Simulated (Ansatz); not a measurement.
**Cu under changes of volume**

One of the cells (11.436 Å³/atom); the others are scaled copies at fixed shape and fractional positions:

```xyz
2
Lattice="2.5341 0.0000 0.0000 -1.2670 2.1946 0.0000 0.0000 0.0000 4.1126" Properties=species:S:1:pos:R:3 pbc="T T T"
Cu    1.2670    0.7315    3.0844
Cu    0.0000    1.4631    1.0281
```

This isn't the form of Cu at room conditions, which is fcc.

| Property | Result |
| --- | --- |
| Program | Ansatz 0.2.0 |
| Functional | PBE0 |
| Potentials or basis | Ansatz PAW |
| Cutoff | 420 eV (not typed: the program's choice for these potentials) |
| k mesh | 6 × 6 × 4 |
| Occupations | fermi-dirac, width 0.05 eV |
| Spin | no spin polarisation |

```csv
volume (Å³/atom),energy over the lowest point (meV/atom),pressure (GPa)
10.749,?,?
10.978,49.42,15.6
11.207,29.91,11.7
11.436,15.80,8.1
11.664,6.44,5.0
11.893,1.35,2.2
12.122,0.00,-0.3
```

What does the run at 10.749 Å³/atom give?

Energy over the lowest point 74.73 meV/atom; pressure 20.1 GPa.

Worked out: A Birch-Murnaghan fit of order 3 (a polynomial in V^(-2/3)) to the other rows has its minimum at 12.09 Å³/atom with B0 = V·E''(V) = 126 GPa and B' = 5.1 at fixed shape and positions, which overstates the stiffness. It gives 74.96 meV/atom at 10.749 Å³/atom, against the run's 74.73, and -dE/dV = 20.2 GPa, against 20.1.

Energies are extrapolated to zero smearing.

Caveats: all runs use coarse meshes; the PAW data sets come from PBE, with cores solved anew for the run's functional, which leaves a small shift of forces and pressure; the thresholds are loose for stress.
